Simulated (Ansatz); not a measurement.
## GaP: the change of pressure and energy above given cell with volume ratio

Results calculated with Ansatz 0.2.0, not measured. Plane-wave density functional theory, PAW datasets, Gaussian smearing 0.05 eV: equation of state, the given cell scaled in volume with shape and atoms relaxed at each volume.

The cell before it is scaled or strained (space group F-43m, No. 216):
```
GaP
1.0
      0.0000     2.7192     2.7192
      2.7192     0.0000     2.7192
      2.7192     2.7192     0.0000
Ga P
1 1
Direct
  0.00000 0.00000 0.00000
  0.75000 0.75000 0.75000
```

Settings of every row: paw set soft_2; functional PBEsol; spin treatment none; moment partition spheres; spin axis none; wave cutoff 420 eV; k mesh 10x10x10; symmetry use detected.

Atom hubbard u: 0 on all atoms.

```csv
row,volume ratio,V (Å³/atom),pressure (GPa),energy above given cell (meV per atom)
1,0.96,19.303,3.799,9.18
2,0.98,19.705,?,?
3,1,20.107,0.001,0
4,1.02,20.509,-1.609,2.05
5,1.04,20.911,-3.051,7.93
```

Question: what pressure and energy above given cell should row 2 give?

Worked fit of pressure. Take u = (V_r/V)^(2/3) − 1 with V_r = 20.308 Å³ an atom, which is twice the finite (Eulerian) strain; such expansions in the strain, on which the Birch-Murnaghan equation of state is built, carry the rest volume and the bulk modulus. The shown rows have u = 0.03442, 0.00665, -0.00654, -0.01932. Least squares give pressure = −0.8263 + 122.059 × u + 357.91 × u² GPa; a straight line predicts inner rows, each left out in turn, worse (root mean square 0.16 against 0.00056 GPa). All shown rows lie on it to the printed digit. The pressure vanishes at u = 0.0066, or V = 20.11 Å³ an atom, and there the bulk modulus with shape and atoms relaxed is B = −V dP/dV = (2/3)(1 + u) dP/du = 85.1 GPa. The withheld row has u = 0.0203, so the fit gives −0.8263 + 122.059 × (0.0203) + 357.91 × (0.0203)² = 1.799 GPa.

The calculation gave 1.796 GPa. The fit lies 0.003 GPa (0.044 % of the column's range) above it; its largest miss of a shown row is 0.000 GPa.

Worked fit of energy above given cell. Take u = (V_r/V)^(2/3) − 1 with V_r = 20.308 Å³ an atom, which is twice the finite (Eulerian) strain; such expansions in the strain, on which the Birch-Murnaghan equation of state is built, carry the rest volume and the bulk modulus. The shown rows have u = 0.03442, 0.00665, -0.00654, -0.01932. Least squares give energy above given cell = 0.518 − 155.39 × u + 11825.2 × u² meV per atom; a straight line predicts inner rows, each left out in turn, worse (root mean square 5.2 against 0.021 meV per atom). The rows lie off it by 0.00, -0.01, 0.01, 0.00. Its lowest point lies at u = 0.0066, or V = 20.11 Å³ an atom, and the curvature there gives the bulk modulus with shape and atoms relaxed, B = (4/9)(1 + u)² E″(u)/V = 84.9 GPa. The withheld row has u = 0.0203, so the fit gives 0.518 − 155.39 × (0.0203) + 11825.2 × (0.0203)² = 2.24 meV per atom.

The calculation gave 2.2 meV per atom. The fit lies 0.04 meV per atom (1.8 % of the value, 0.44 % of the column's range) above it; its largest miss of a shown row is 0.01 meV per atom.
